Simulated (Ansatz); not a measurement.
Crystal: SnSe.

```xyz
2
Lattice="0.0000 3.3908 3.3908 3.3908 0.0000 3.3908 3.3908 3.3908 0.0000" Properties=species:S:1:pos:R:3 pbc="T T T"
Sn    0.0000    0.0000    0.0000
Se    5.0863    5.0863    5.0863
```

The cell was built by a generator and needn't be a form met in nature.

```yaml
Program: Ansatz 0.2.0
Task: relaxation of cell and atoms
Functional: HSEsol
Potentials_or_basis: Ansatz PAW
Cutoff: "420 eV (not typed: the program's choice for these potentials)"
k_mesh: 4 × 4 × 4
Occupations: fermi-dirac, width 0.05 eV
Spin: no spin polarisation
```

At the start: volume 38.99 Å³/atom.

Question: Where does the relaxation end?

Answer: It ends after 4 steps and the volume is 36.33 Å³/atom (-6.8 %); space group F-43m (No. 216, to 0.05 Å).

The path:
| step | energy change (eV) | largest force (eV/Å) | volume (Å³) |
| --- | --- | --- | --- |
| 1 | 0.0000 | 0.0000 | 77.97 |
| 2 | -0.0299 | 0.0000 | 72.84 |
| 3 | -0.0300 | 0.0000 | 72.66 |
| 4 | -0.0292 | 0.0000 | 72.66 |

Final structure:
```
Sn Se
1.0
     0.00000    3.31200    3.31200
     3.31200    0.00000    3.31200
     3.31200    3.31200    0.00000
Sn Se
1 1
Direct
  0.00000 0.00000 0.00000
  0.75000 0.75000 0.75000
```

Caveat: the k mesh is coarse (spacing up to 0.40 Å⁻¹), so the values aren't converged, least of all with exact exchange; the plane-wave basis is chosen anew once the cell has moved, so the energies of steps on either side of that aren't comparable; the PAW data sets come from PBE, with cores solved anew for the run's functional, which leaves a small shift of forces and pressure.
